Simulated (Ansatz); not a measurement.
Method: Ansatz, DFT PBE, scalar-relativistic, plane waves, PAW. All cells share a 420 eV cutoff and Γ-centred k meshes spaced at most about 0.3 Å⁻¹ (2π included). No spin polarisation in the final relaxations.

These are static total energies at zero pressure. All come from trial cells, and lower structures may exist. Only a and b repeat, and vacuum parts each sheet from its images along c.

Question: These unrelaxed guesses for CaSe are each relaxed within their symmetry. Order them by the energy at which they end, lowest first.
A.

```cif
data_structure
_symmetry_space_group_name_H-M 'P 1'
_symmetry_Int_Tables_number 1
_cell_length_a 3.6076
_cell_length_b 3.6076
_cell_length_c 21.0000
_cell_angle_alpha 90.000
_cell_angle_beta 90.000
_cell_angle_gamma 120.000
_cell_volume 236.70
loop_
_atom_site_label
_atom_site_type_symbol
_atom_site_fract_x
_atom_site_fract_y
_atom_site_fract_z
_atom_site_occupancy
Ca1 Ca 0.66667 0.33333 0.43799 1
Ca2 Ca 0.33333 0.66667 0.56201 1
Se1 Se 0.00000 0.00000 0.35282 1
Se2 Se 0.00000 0.00000 0.64718 1
```

B.

```cif
data_structure
_symmetry_space_group_name_H-M 'P 1'
_symmetry_Int_Tables_number 1
_cell_length_a 4.2006
_cell_length_b 4.2006
_cell_length_c 14.0000
_cell_angle_alpha 90.000
_cell_angle_beta 90.000
_cell_angle_gamma 90.000
_cell_volume 247.02
loop_
_atom_site_label
_atom_site_type_symbol
_atom_site_fract_x
_atom_site_fract_y
_atom_site_fract_z
_atom_site_occupancy
Ca1 Ca 0.50000 0.50000 0.50000 1
Se1 Se 0.00000 0.00000 0.50000 1
```

Answer: B (ends in p4/mmm, 0 meV/atom), A (ends in p-3m1, 179 meV/atom).

Cells relaxed within their symmetry can be saddle points. Some candidate types were left out of the draw beforehand, so a known form may be missing.
